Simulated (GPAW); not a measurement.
## Ta in GPAW: the effect of target pressure

Crystal: Ta.

```
Ta
1.0
    -1.65128    1.65128    1.65128
     1.65128   -1.65128    1.65128
     1.65128    1.65128   -1.65128
Ta
1
Direct
  0.00000 0.00000 0.00000
```

Alike in all runs:

* Program: GPAW 26.7.0
* Task: relaxation of cell and atoms
* Functional: PBE
* Potentials or basis: GPAW PAW data sets (gpaw-data 1.2.1)
* Cutoff: 600 eV
* Basis: pw
* k mesh: 11 × 11 × 11
* Occupations: fermi-dirac, width 0.05 eV
* Spin: no spin polarisation

Each run relaxes the cell or the atoms first.

Task: One run gave: relaxed volume 16.22 Å³/atom. Which target pressure did it use?
A. 0 GPa
B. 30 GPa
C. 10 GPa
D. 5 GPa
E. 20 GPa

Result: B.

```csv
target pressure,target pressure,relaxed volume (Å³/atom)
0 GPa,-,18.26
2 GPa,2 GPa,18.08
5 GPa,5 GPa,17.82
10 GPa,10 GPa,17.44
20 GPa,20 GPa,16.77
30 GPa,30 GPa,16.22
```

Caveats: later steps reuse the first step's grids.
